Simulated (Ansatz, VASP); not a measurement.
# C in VASP and in Ansatz

File INCAR:

```
ALGO     = Normal         # electronic algorithm
EDIFF    = 1E-6           # SCF threshold, eV
ENCUT    = 520            # plane-wave cutoff, eV
ISIF     = 2              # what is computed and relaxed
ISMEAR   = 0              # smearing method
LASPH    = True           # aspherical terms in the spheres
LCHARG   = False          # write CHGCAR
LREAL    = False          # projectors in reciprocal space
LWAVE    = False          # write WAVECAR
NBANDS   = 11             # bands
NELM     = 60             # most SCF steps
PREC     = Accurate       # precision mode
SIGMA    = 0.1            # smearing width, eV
```

The input KPOINTS:

```
k-points
0
Gamma
  13 13 13
```

The input POSCAR:

```
C
2.5221
    0.000000000000      0.707097260220      0.707097260220
    0.707097260220      0.000000000000      0.707097260220
    0.707097260220      0.707097260220      0.000000000000
C
2
Direct
    0.7500000000      0.7500000000      0.7500000000
    0.5000000000      0.5000000000      0.5000000000
```

The input input.yaml:

```yaml
crystal:
  lattice:
    - [0.0, 1.78337, 1.78337]
    - [1.78337, 0.0, 1.78337]
    - [1.78337, 1.78337, 0.0]
  atoms:
    - { symbol: C, position: [0.75, 0.75, 0.75] }
    - { symbol: C, position: [0.5, 0.5, 0.5] }
hamiltonian:
  xc: lda
  pseudopotentials: { kind: paw }
kpoints:
  mp_grid: { grid: [13, 13, 13] }
scf:
  occupations: { method: gaussian, width: 0.1 }
output:
  forces: true
  stress: true
  eigenvalues: true
```

This isn't the form of C at room conditions, which is graphite.

Alike in both runs: task single point; functional LDA; k mesh 13 × 13 × 13; occupations gaussian, width 0.1 eV; no spin polarisation.

|  | VASP | Ansatz |
| --- | --- | --- |
| version | VASP 6.6.1 | Ansatz 0.2.0 |
| potentials or method | VASP PAW LDA potentials, release 54 (C) | Ansatz PAW |
| plane-wave cutoff (eV) | 520 | 420 |
| valence electrons in the cell | 8 | 8 |

```tsv
	VASP	Ansatz	Ansatz less VASP
gap on the k mesh at the Fermi level (eV)	4.11	4.11	+0.006
least direct gap on the mesh (eV)	5.54	5.54	-0.003
pressure (GPa)	-11.6	-13.1	-1.47
```

Caveats: an odd mesh through Γ misses points on the zone boundary, where band edges often lie (VASP); odd divisions of the mesh miss points on the zone boundary, where band edges often lie, so the gap on the mesh can be too wide (Ansatz); the pressure holds a Pulay correction of +1.3 GPa for the finite cutoff (Ansatz); the PAW data sets come from PBE, with cores solved anew for the run's functional, which leaves a small shift of forces and pressure (Ansatz).
